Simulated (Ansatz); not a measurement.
## Phases of SiC at 100 GPa

Structure types of SiC are relaxed in primitive cells with their symmetry kept at 100 GPa, on PAW files; LAPW relaxes the small cells further and takes the PAW cell for the others (marked *). The enthalpy is E + pV at zero temperature, without zero-point motion. Only the types listed were tried, and differences under about 5 meV/atom are mesh noise. The real phase may be another.

All numbers are PBE results (scalar-relativistic) from Ansatz 0.2.0, with Fermi–Dirac smearing of 0.1 eV, no spin polarisation. Methods: LAPW: all electrons, basis error target 0.5 meV/atom; PAW: frozen-core files, cutoff 420 eV.

k meshes: rocksalt 17×17×17, CsCl 15×15×15, zincblende 17×17×17, wurtzite 13×13×7, NiAs 13×13×7.

Q: Order the types by LAPW enthalpy, lowest first.
A. CsCl
B. rocksalt
C. wurtzite
D. NiAs
E. zincblende

A: B (0 meV/atom), D (113 meV/atom), E (317 meV/atom), C (324 meV/atom), A (1615 meV/atom).

| start type | ends as | a, b, c (Å) | V (Å³/atom) | H − H(lowest), LAPW (meV/atom) | same, PAW |
| --- | --- | --- | --- | --- | --- |
| rocksalt | rocksalt, Fm-3m | 3.745, 3.745, 3.745 | 6.57 | 0.0 | 0.0 |
| CsCl | CsCl, Pm-3m | 2.389, 2.389, 2.389 | 6.82 | 1615.1 | 1617.4 |
| zincblende | zincblende, F-43m | 3.993, 3.993, 3.993 | 7.96 | 317.5 | 321.7 |
| wurtzite* | wurtzite, P6_3mc | 2.823, 2.823, 4.615 | 7.97 | 323.8 | 327.8 |
| NiAs* | NiAs, P6_3/mmc | 2.634, 2.634, 4.426 | 6.65 | 112.9 | 113.2 |

Q: Split the lead of rocksalt over NiAs into energy and pV.

A: For NiAs less rocksalt: ΔE = +60.4 meV/atom, and p·ΔV = 100 GPa × +0.0842 Å³ × 6.242 meV/(GPa·Å³) = +52.6 meV/atom, together 113.0 meV/atom. rocksalt wins on both counts.
